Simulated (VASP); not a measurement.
# Shielding tensors and field gradients of BAs, part 3 of 3

Aim: NMR shielding tensors and field gradients of BAs. The cell is of the zinc-blende type, one of the forms listed for this formula, which need not be the common one. The start is a cell from a database of measured crystal structures.

VASP 6.6.1, plane waves and PAW; the level of theory is named at each step.

So far. Step 2 (Ground state): The cell has a gap of 1.19 eV on this mesh and a pressure of +3.5 GPa, which holds the misfit of the given cell and coordinates with this functional, and any error of cutoff, mesh and data sets. Spin-orbit coupling is left out, which can shift or reorder these edges.

**4. Another functional, PAW release LDA 64**

This step: chemical shifts by linear response (GIPAW), LDA; plane waves and PAW (As, B) (VASP 6.6.1).

The functional is changed, to see how much the shieldings depend on it.

Contents of INCAR:

```
SYSTEM = BAs
PREC = Accurate
ENCUT = 450
EDIFF = 1E-09
NELM = 100
ISMEAR = 0
SIGMA = 0.01
LREAL = .FALSE.
ALGO = Normal
GGA = CA
NBANDS = 10
LWAVE = .FALSE.
LCHARG = .FALSE.
KPAR = 2
LCHIMAG = .TRUE.
LEFG = .TRUE.
DQ = 0.001
ICHIBARE = 1
LNMR_SYM_RED = .TRUE.
```

Contents of POSCAR:

```
BAs
1.0
    0.0000000000      2.3885000000      2.3885000000
    2.3885000000      0.0000000000      2.3885000000
    2.3885000000      2.3885000000      0.0000000000
As B
1 1
Direct
    0.7500000000      0.7500000000      0.7500000000
    0.0000000000      0.0000000000      0.0000000000
```

Contents of KPOINTS:

```
Automatic mesh
0
Gamma
8 8 8
0 0 0
```

Potentials, in the order of the species: As and B (LDA family, release 64).

Launch:

```bash
mpirun -np 2 vasp_std
```

What it wrote:

```text
[banner, memory and clock lines left out]
running    2 mpi-ranks, on    1 nodes
 distrk:  each k-point on    1 cores,    2 groups
 distr:  one band on    1 cores,    1 groups

 POSCAR found type information on POSCAR AsB
 POSCAR found :  2 types and       2 ions
 LDA part: xc-table for (Slater(with rela. corr.)+CA(PZ))
 , standard interpolation
 POSCAR, INCAR and KPOINTS ok, starting setup
 FFT: planning ... GRIDC
 FFT: planning ... GRID_SOFT
 FFT: planning ... GRID
 WAVECAR not read
 entering main loop
       N       E                     dE             d eps       ncg     rms          rms(c)
DAV:   1     0.824486359051E+01    0.82449E+01   -0.34928E+03   580   0.626E+02
DAV:   2    -0.130759938570E+02   -0.21321E+02   -0.20541E+02   818   0.989E+01
DAV:   3    -0.136399539249E+02   -0.56396E+00   -0.56286E+00   678   0.157E+01
DAV:   4    -0.136416050399E+02   -0.16511E-02   -0.16510E-02   712   0.965E-01
DAV:   5    -0.136416079815E+02   -0.29416E-05   -0.29415E-05   682   0.411E-02    0.501E+00
DAV:   6    -0.130108463415E+02    0.63076E+00   -0.17471E+00   626   0.570E+00    0.237E+00
DAV:   7    -0.129312551279E+02    0.79591E-01   -0.19343E-01   698   0.236E+00    0.886E-01
DAV:   8    -0.129180690903E+02    0.13186E-01   -0.24454E-02   622   0.864E-01    0.100E-01
DAV:   9    -0.129180915440E+02   -0.22454E-04   -0.73002E-04   658   0.179E-01    0.566E-02
DAV:  10    -0.129180987843E+02   -0.72403E-05   -0.84625E-05   642   0.551E-02    0.136E-02
DAV:  11    -0.129181002366E+02   -0.14523E-05   -0.15962E-06   710   0.921E-03    0.124E-02
DAV:  12    -0.129181000626E+02    0.17395E-06   -0.83773E-07   654   0.404E-03    0.286E-03
DAV:  13    -0.129181000668E+02   -0.41227E-08   -0.32223E-08   682   0.128E-03    0.156E-03
DAV:  14    -0.129181000673E+02   -0.52540E-09   -0.56062E-09   652   0.347E-04
ion   1
     0.0000000     0.0000000    -0.0000000     0.0000000     0.0000000     0.0000000
     0.0000490     0.0000000    -0.0000000     0.0000000     0.0000000     0.0000000
     0.0000675     0.0000000    -0.0000000     0.0000000     0.0000000     0.0000000
     0.0000929     0.0000000    -0.0000000     0.0000000     0.0000000     0.0000000
     0.0001280     0.0000000    -0.0000000     0.0000000     0.0000000     0.0000000

     0.0000000     0.0000000     0.0000000     0.0000000     0.0000000     0.0000000
     0.0000490     0.0000000     0.0000000     0.0000000     0.0000000     0.0000000
     0.0000675     0.0000000     0.0000000     0.0000000     0.0000000     0.0000000
     0.0000929     0.0000000     0.0000000     0.0000000     0.0000000     0.0000000
     0.0001280     0.0000000     0.0000000     0.0000000     0.0000000     0.0000000

ion   2
     0.0000000    -0.0000000     0.0000000     0.0000000    -0.0000000     0.0000000
     0.0000257    -0.0000000     0.0000000     0.0000000    -0.0000000     0.0000000
     0.0000354    -0.0000000     0.0000000     0.0000000    -0.0000000     0.0000000
     0.0000487    -0.0000000     0.0000000     0.0000000    -0.0000000     0.0000000
     0.0000671    -0.0000000     0.0000000     0.0000000    -0.0000000     0.0000000

     0.0000000    -0.0000000     0.0000000     0.0000000    -0.0000000     0.0000000
     0.0000257    -0.0000000     0.0000000     0.0000000    -0.0000000     0.0000000
     0.0000354    -0.0000000     0.0000000     0.0000000    -0.0000000     0.0000000
     0.0000487    -0.0000000     0.0000000     0.0000000    -0.0000000     0.0000000
     0.0000671    -0.0000000     0.0000000     0.0000000    -0.0000000     0.0000000

   1 F= -.12918100E+02 E0= -.12918100E+02  d E =-.282464E-23
DAV:   1    -0.320935817410E+01   -0.32094E+01    0.00000E+00     0   0.000E+00
DAV:   2    -0.320935817410E+01    0.00000E+00    0.00000E+00     0   0.000E+00
BDIR= 1  IDIR= 2  IQ= -1
DAV:   1    -0.641352997279E+01   -0.64135E+01   -0.13889E-02   650   0.396E-01
DAV:   2    -0.641355348583E+01   -0.23513E-04   -0.23513E-04   650   0.103E-01
DAV:   3    -0.641355350719E+01   -0.21365E-07   -0.21350E-07   834   0.421E-03
DAV:   4    -0.641355350716E+01    0.35714E-10   -0.97055E-11   668   0.528E-05
       N       E                     dE             d eps       ncg     rms
RMM:   1    -0.212281971728E+02   -0.21228E+02   -0.52641E+01  1259   0.239E+01
RMM:   2    -0.219335739685E+02   -0.70538E+00   -0.72626E-01  1329   0.347E+00
RMM:   3    -0.219615878960E+02   -0.28014E-01   -0.54189E-02  1344   0.492E-01
RMM:   4    -0.219635106420E+02   -0.19227E-02   -0.31524E-03  1358   0.959E-02
RMM:   5    -0.219636439430E+02   -0.13330E-03   -0.26343E-04  1385   0.208E-02
RMM:   6    -0.219636602787E+02   -0.16336E-04   -0.35605E-05  1365   0.527E-03
RMM:   7    -0.219636611852E+02   -0.90655E-06   -0.15259E-06  1299   0.118E-03
RMM:   8    -0.219636612760E+02   -0.90760E-07   -0.12383E-07  1153   0.325E-04
RMM:   9    -0.219636612831E+02   -0.71243E-08   -0.18414E-08  1081   0.106E-04
RMM:  10    -0.219636612839E+02   -0.83688E-09   -0.11678E-09  1028   0.471E-05
BDIR= 1  IDIR= 2  IQ=  0
DAV:   1    -0.641870250169E+01   -0.64187E+01   -0.15905E-10   378   0.989E-05
DAV:   2    -0.641870250164E+01    0.48306E-10   -0.52383E-12   358   0.199E-05
       N       E                     dE             d eps       ncg     rms
RMM:   1    -0.213352079765E+02   -0.21335E+02   -0.53530E+01  1262   0.239E+01
RMM:   2    -0.219868566205E+02   -0.65165E+00   -0.72540E-01  1329   0.344E+00
RMM:   3    -0.220150194901E+02   -0.28163E-01   -0.54434E-02  1324   0.490E-01
RMM:   4    -0.220169462172E+02   -0.19267E-02   -0.31222E-03  1321   0.949E-02
RMM:   5    -0.220170808687E+02   -0.13465E-03   -0.26905E-04  1327   0.202E-02
RMM:   6    -0.220170965151E+02   -0.15646E-04   -0.26745E-05  1317   0.517E-03
RMM:   7    -0.220170981694E+02   -0.16543E-05   -0.32874E-06  1194   0.140E-03
RMM:   8    -0.220170983885E+02   -0.21910E-06   -0.56029E-07  1068   0.421E-04
RMM:   9    -0.220170984001E+02   -0.11545E-07   -0.18579E-08  1008   0.112E-04
RMM:  10    -0.220170984009E+02   -0.84134E-09   -0.11921E-09   932   0.470E-05
BDIR= 1  IDIR= 2  IQ=  1
DAV:   1    -0.642429732127E+01   -0.64243E+01   -0.13872E-02   644   0.396E-01
DAV:   2    -0.642431970640E+01   -0.22385E-04   -0.22385E-04   642   0.103E-01
DAV:   3    -0.642431972730E+01   -0.20907E-07   -0.20895E-07   832   0.423E-03
DAV:   4    -0.642431972731E+01   -0.82219E-11   -0.15074E-10   670   0.671E-05
       N       E                     dE             d eps       ncg     rms
RMM:   1    -0.213848682920E+02   -0.21385E+02   -0.53831E+01  1262   0.239E+01
RMM:   2    -0.220417144368E+02   -0.65685E+00   -0.72899E-01  1329   0.345E+00
RMM:   3    -0.220704001882E+02   -0.28686E-01   -0.58469E-02  1347   0.492E-01
[...]
RLQ:   8    -0.128338154340E+00   -0.60356E-09   -0.15758E-09  1000   0.606E-05
BDIR= 3  IDIR= 1  IQ= -1
DAV:   1    -0.640010770696E+01   -0.64001E+01   -0.13465E-02   666   0.402E-01
DAV:   2    -0.640013168254E+01   -0.23976E-04   -0.23976E-04   648   0.104E-01
DAV:   3    -0.640013170398E+01   -0.21438E-07   -0.21454E-07   844   0.425E-03
DAV:   4    -0.640013170400E+01   -0.23519E-10   -0.89347E-11   662   0.505E-05
       N       E                     dE             d eps       ncg     rms
RMM:   1    -0.361225868032E+02   -0.36123E+02   -0.11653E+02  1267   0.275E+01
RMM:   2    -0.378660742269E+02   -0.17435E+01   -0.15272E+00  1322   0.468E+00
RMM:   3    -0.379305171381E+02   -0.64443E-01   -0.11835E-01  1350   0.777E-01
RMM:   4    -0.379342853732E+02   -0.37682E-02   -0.60375E-03  1366   0.159E-01
RMM:   5    -0.379345004278E+02   -0.21505E-03   -0.39974E-04  1376   0.370E-02
RMM:   6    -0.379345201718E+02   -0.19744E-04   -0.30630E-05  1351   0.915E-03
RMM:   7    -0.379345216634E+02   -0.14916E-05   -0.30164E-06  1293   0.244E-03
RMM:   8    -0.379345218332E+02   -0.16981E-06   -0.25781E-07  1187   0.668E-04
RMM:   9    -0.379345218476E+02   -0.14381E-07   -0.36546E-08  1140   0.207E-04
RMM:  10    -0.379345218486E+02   -0.98279E-09   -0.14964E-09  1070   0.654E-05
BDIR= 3  IDIR= 1  IQ=  0
DAV:   1    -0.641870250169E+01   -0.64187E+01   -0.15903E-10   378   0.989E-05
DAV:   2    -0.641870250165E+01    0.44531E-10   -0.53062E-12   358   0.199E-05
       N       E                     dE             d eps       ncg     rms
RMM:   1    -0.361843612624E+02   -0.36184E+02   -0.11680E+02  1269   0.275E+01
RMM:   2    -0.379340328005E+02   -0.17497E+01   -0.15251E+00  1311   0.469E+00
RMM:   3    -0.379979359157E+02   -0.63903E-01   -0.11445E-01  1323   0.777E-01
RMM:   4    -0.380020062874E+02   -0.40704E-02   -0.67449E-03  1328   0.163E-01
RMM:   5    -0.380022730176E+02   -0.26673E-03   -0.49379E-04  1327   0.387E-02
RMM:   6    -0.380022992465E+02   -0.26229E-04   -0.45095E-05  1315   0.991E-03
RMM:   7    -0.380023017268E+02   -0.24802E-05   -0.47500E-06  1226   0.271E-03
RMM:   8    -0.380023020237E+02   -0.29690E-06   -0.69534E-07  1108   0.775E-04
RMM:   9    -0.380023020417E+02   -0.18035E-07   -0.30277E-08  1070   0.213E-04
RMM:  10    -0.380023020432E+02   -0.15181E-08   -0.23348E-09   997   0.721E-05
RMM:  11    -0.380023020433E+02   -0.12988E-09   -0.33322E-10   941   0.393E-05
BDIR= 3  IDIR= 1  IQ=  1
DAV:   1    -0.643762799239E+01   -0.64376E+01   -0.13443E-02   662   0.402E-01
DAV:   2    -0.643765256357E+01   -0.24571E-04   -0.24571E-04   644   0.104E-01
DAV:   3    -0.643765258531E+01   -0.21741E-07   -0.21770E-07   846   0.426E-03
DAV:   4    -0.643765258534E+01   -0.25675E-10   -0.91926E-11   660   0.489E-05
       N       E                     dE             d eps       ncg     rms
RMM:   1    -0.362428920227E+02   -0.36243E+02   -0.11704E+02  1270   0.275E+01
RMM:   2    -0.379976190797E+02   -0.17547E+01   -0.15218E+00  1327   0.469E+00
RMM:   3    -0.380612725932E+02   -0.63654E-01   -0.11416E-01  1350   0.777E-01
RMM:   4    -0.380653209536E+02   -0.40484E-02   -0.66918E-03  1364   0.163E-01
RMM:   5    -0.380655853997E+02   -0.26445E-03   -0.48835E-04  1376   0.387E-02
RMM:   6    -0.380656112288E+02   -0.25829E-04   -0.44442E-05  1352   0.989E-03
RMM:   7    -0.380656136641E+02   -0.24353E-05   -0.46519E-06  1293   0.270E-03
RMM:   8    -0.380656139534E+02   -0.28928E-06   -0.67652E-07  1190   0.771E-04
RMM:   9    -0.380656139709E+02   -0.17545E-07   -0.29708E-08  1142   0.211E-04
RMM:  10    -0.380656139724E+02   -0.14780E-08   -0.22612E-09  1069   0.716E-05
RMM:  11    -0.380656139725E+02   -0.11802E-09   -0.24637E-10  1037   0.393E-05
BDIR= 3  IDIR= 2  IQ= -1
DAV:   1    -0.641352997281E+01   -0.64135E+01   -0.13889E-02   650   0.396E-01
DAV:   2    -0.641355348581E+01   -0.23513E-04   -0.23513E-04   650   0.103E-01
DAV:   3    -0.641355350716E+01   -0.21347E-07   -0.21350E-07   834   0.421E-03
DAV:   4    -0.641355350717E+01   -0.10719E-10   -0.97075E-11   668   0.528E-05
       N       E                     dE             d eps       ncg     rms
RMM:   1    -0.351925640683E+02   -0.35193E+02   -0.11482E+02  1268   0.275E+01
RMM:   2    -0.369097815883E+02   -0.17172E+01   -0.14744E+00  1332   0.465E+00
RMM:   3    -0.369689981569E+02   -0.59217E-01   -0.97568E-02  1347   0.743E-01
RMM:   4    -0.369728772631E+02   -0.38791E-02   -0.66220E-03  1349   0.161E-01
RMM:   5    -0.369731350308E+02   -0.25777E-03   -0.46910E-04  1360   0.377E-02
RMM:   6    -0.369731598253E+02   -0.24794E-04   -0.42264E-05  1342   0.962E-03
RMM:   7    -0.369731620924E+02   -0.22671E-05   -0.43362E-06  1283   0.258E-03
RMM:   8    -0.369731623621E+02   -0.26966E-06   -0.60719E-07  1169   0.728E-04
RMM:   9    -0.369731623775E+02   -0.15455E-07   -0.25378E-08  1122   0.195E-04
RMM:  10    -0.369731623788E+02   -0.12690E-08   -0.18815E-09  1051   0.663E-05
RMM:  11    -0.369731623789E+02   -0.99945E-10   -0.25610E-10  1016   0.373E-05
BDIR= 3  IDIR= 2  IQ=  0
DAV:   1    -0.641870250166E+01   -0.64187E+01   -0.15914E-10   378   0.989E-05
DAV:   2    -0.641870250167E+01   -0.15434E-10   -0.55451E-12   358   0.199E-05
       N       E                     dE             d eps       ncg     rms
RMM:   1    -0.350476879804E+02   -0.35048E+02   -0.11412E+02  1266   0.275E+01
RMM:   2    -0.367522797447E+02   -0.17046E+01   -0.14728E+00  1319   0.463E+00
RMM:   3    -0.368115324694E+02   -0.59253E-01   -0.97372E-02  1320   0.740E-01
RMM:   4    -0.368154184253E+02   -0.38860E-02   -0.66485E-03  1325   0.160E-01
RMM:   5    -0.368156767172E+02   -0.25829E-03   -0.47103E-04  1325   0.375E-02
RMM:   6    -0.368157016608E+02   -0.24944E-04   -0.42369E-05  1319   0.959E-03
RMM:   7    -0.368157039309E+02   -0.22701E-05   -0.43571E-06  1222   0.258E-03
RMM:   8    -0.368157041880E+02   -0.25711E-06   -0.46568E-07  1090   0.728E-04
RMM:   9    -0.368157042155E+02   -0.27485E-07   -0.52425E-08  1057   0.227E-04
RMM:  10    -0.368157042187E+02   -0.32239E-08   -0.84300E-09   993   0.796E-05
RMM:  11    -0.368157042189E+02   -0.16621E-09   -0.25872E-10   935   0.379E-05
BDIR= 3  IDIR= 2  IQ=  1
DAV:   1    -0.642429732128E+01   -0.64243E+01   -0.13872E-02   644   0.396E-01
DAV:   2    -0.642431970641E+01   -0.22385E-04   -0.22385E-04   642   0.103E-01
DAV:   3    -0.642431972730E+01   -0.20895E-07   -0.20895E-07   832   0.423E-03
DAV:   4    -0.642431972733E+01   -0.30905E-10   -0.15036E-10   670   0.671E-05
       N       E                     dE             d eps       ncg     rms
RMM:   1    -0.349000815448E+02   -0.34900E+02   -0.11340E+02  1264   0.274E+01
RMM:   2    -0.365917394034E+02   -0.16917E+01   -0.14713E+00  1331   0.462E+00
RMM:   3    -0.366510722202E+02   -0.59333E-01   -0.97316E-02  1345   0.738E-01
RMM:   4    -0.366549741663E+02   -0.39019E-02   -0.66988E-03  1351   0.160E-01
RMM:   5    -0.366552343383E+02   -0.26017E-03   -0.47615E-04  1365   0.376E-02
RMM:   6    -0.366552596159E+02   -0.25278E-04   -0.42848E-05  1347   0.962E-03
RMM:   7    -0.366552619156E+02   -0.22997E-05   -0.44308E-06  1284   0.259E-03
RMM:   8    -0.366552621779E+02   -0.26229E-06   -0.47322E-07  1180   0.733E-04
RMM:   9    -0.366552622058E+02   -0.27938E-07   -0.53604E-08  1121   0.229E-04
RMM:  10    -0.366552622091E+02   -0.33125E-08   -0.85830E-09  1062   0.806E-05
RMM:  11    -0.366552622093E+02   -0.17185E-09   -0.26362E-10  1015   0.387E-05
       N       E                     dE             d eps       ncg     rms
RLQ:   1    -0.122153503805E+00   -0.12215E+00   -0.18566E-01  1092   0.243E+00
RLQ:   2    -0.125962302247E+00   -0.38088E-02   -0.60700E-03  1217   0.223E-01
RLQ:   3    -0.126150902682E+00   -0.18860E-03   -0.18762E-04  1191   0.351E-02
RLQ:   4    -0.126162425272E+00   -0.11523E-04   -0.29157E-05  1191   0.781E-03
RLQ:   5    -0.126163101578E+00   -0.67631E-06   -0.78955E-07  1114   0.157E-03
RLQ:   6    -0.126163139846E+00   -0.38268E-07   -0.82252E-08   980   0.413E-04
RLQ:   7    -0.126163144268E+00   -0.44219E-08   -0.59388E-09   941   0.126E-04
RLQ:   8    -0.126163144654E+00   -0.38612E-09   -0.11545E-09   825   0.530E-05
```

Wall time 2.1 min (2 MPI ranks of AMD EPYC 7R43, shared host); peak memory 0.24 GiB; 4.2 min of CPU time.

Parts of OUTCAR (step 4):

```text
The static configuration has the point symmetry T_d .

 Found     29 irreducible k-points:

   NELECT =       8.0000    total number of electrons

  Total       -0.5226381     -0.5226381     -0.5226381      0.0000000      0.0000000     -0.0000000
  in kB      -30.7259894    -30.7259894    -30.7259894      0.0000000      0.0000000     -0.0000000
  external PRESSURE =     -30.7259894 kB  Pullay stress =       0.0000000 kB

 POSITION                                       TOTAL-FORCE (eV/Angst)
 -----------------------------------------------------------------------------------
      3.58275      3.58275      3.58275        -0.000000     -0.000000      0.000000
      0.00000      0.00000      0.00000         0.000000      0.000000     -0.000000
 -----------------------------------------------------------------------------------
    total drift:                               -0.000000     -0.000000     -0.000000

  ORBITAL MAGNETIC SUSCEPTIBILITY, excluding core contribution
 -------------------------------------------------------------
  Approximate magnetic susceptibility, pGv (10^-6 cm^3/mole)
     1        -60.174281          0.000000          0.000000
     2          0.000000        -60.174281          0.000000
     3          0.000000          0.000000        -60.174281
 -------------------------------------------------------------
  Approximate magnetic susceptibility, vGv (10^-6 cm^3/mole)
     1        -52.643561          0.000000          0.000000
     2          0.000000        -52.643561          0.000000
     3         -0.000000          0.000000        -52.643561

  BDIR labels direction of applied magnetic field (i.e. B0)
  For BDIR==1, B0 along x-axis, etc.
  Induced field listed along cartesian directions for each BDIR
 ------------------------------------------------------------------------------------------
                 EXCLUDING G=0 CONTRIBUTION              INCLUDING G=0 CONTRIBUTION
 ------------------------------------------------------------------------------------------
  ion  BDIR            X           Y           Z                X           Y           Z
          (   iso_shield        span        skew ) (   iso_shield        span        skew )
 ------------------------------------------------------------------------------------------
    1     1    1444.0337      0.0000      0.0000        1478.7790      0.0000      0.0000
          2       0.0000   1444.0337     -0.0000           0.0000   1478.7790     -0.0000
          3       0.0000      0.0000   1444.0337           0.0000      0.0000   1478.7790
          (    1444.0337      0.0000      0.0000 ) (    1478.7790      0.0000      0.0000 )

    2     1      97.4836      0.0000      0.0000         132.2289      0.0000      0.0000
          2      -0.0000     97.4836     -0.0000          -0.0000    132.2289     -0.0000
          3       0.0000     -0.0000     97.4836           0.0000     -0.0000    132.2289
          (      97.4836      0.0000      0.0000 ) (     132.2289      0.0000      0.0000 )
 ------------------------------------------------------------------------------------------

[... 10 parts as in an earlier step ...]

[... 1 further part left out ...]
```

Numbers from this step:

```yaml
free_energy_toten: -12.92 eV
fermi_energy: 6.224 eV
pressure: -3.073 GPa
gap_on_the_k_mesh: 1.137 eV
least_direct_gap_on_the_k_mesh: 3.249 eV
```

Valence and core; the G = 0 term is that of a spherical sample. NMR shielding, by row:

| atom | isotropic shielding (ppm) | span (ppm) | skew | isotropic shielding without the G = 0 term (ppm) |
| --- | --- | --- | --- | --- |
| As1 | 1479 | 0 | - | 1444 |
| B2 | 132.2 | 0 | - | 97.48 |

Ordered as |Vzz| ≥ |Vxx| ≥ |Vyy|, the program's way. Electric field gradients, by row:

| atom | Vxx (V/Å²) | Vyy (V/Å²) | Vzz (V/Å²) | asymmetry |
| --- | --- | --- | --- | --- |
| As1 | 0 | 0 | 0 | - |
| B2 | 0 | 0 | 0 | - |

Against the first shielding run the largest change is -26.4 ppm, on As1.

**5. Summary**

This step: chemical shifts by linear response (GIPAW), PBE, LDA; plane waves and PAW (VASP 6.6.1).

This step runs nothing: it gathers the runs above.

Isotropic shieldings. Cost is wall time times ranks on a shared host. Shieldings by setting:

| run | ENCUT (eV) | k mesh | As1, Wyckoff letter c (ppm) | B2, Wyckoff letter a (ppm) | cost (core minutes) |
| --- | --- | --- | --- | --- | --- |
| first shielding run | 450 | 8x8x8 | 1505 | 136.3 | 4.4 |
| another functional | 450 | 8x8x8 | 1479 | 132.2 | 4.23 |

**6. Outcome**

| Property | Result |
| --- | --- |
| As, isotropic shielding | 1505.2 ppm |
| B, isotropic shielding | 136.3 ppm |

**Reading.** At PBE, in the first shielding run, the isotropic shieldings are As 1505.2 ppm; B 136.3 ppm. In the first shielding run all tensors are isotropic to 0.5 ppm, as the cubic site symmetry asks. In the undistorted cell the field gradients vanish by symmetry; what its table shows is numerical noise. Against the first shielding run, the one with another functional moves the shieldings by at most 26 ppm. Shifts were not obtained, since a shift is the shielding of a reference compound, computed alike, less these values. The G = 0 term is the part set by the sample's shape, taken here for a sphere. No finer mesh was run, so convergence in it isn't shown. VASP's guide advises LASPH and NLSPLINE for shieldings, which this input doesn't set; the effect wasn't tested. The cell is of the zinc-blende type, one of the forms listed for this formula, which need not be the common one. The given cell is kept, although it stands at +3.5 GPa at PBE and ENCUT = 450 eV, which holds the mismatch of the given cell with this functional, any error of the entry itself and any basis-set error.

[Lines on the potential files, build, host, timing and source positions are cut from VASP's logs without a mark.]

[Logs are printed without paths, hosts, clocks, repeated set-up lines and the standing remarks that a program may print on its own settings, such as how far it seeks lower states.]

[Hosts, paths, dates, database ids (printed as entryN), source tags and the programs' standing remarks are cut or masked in the printed files.]
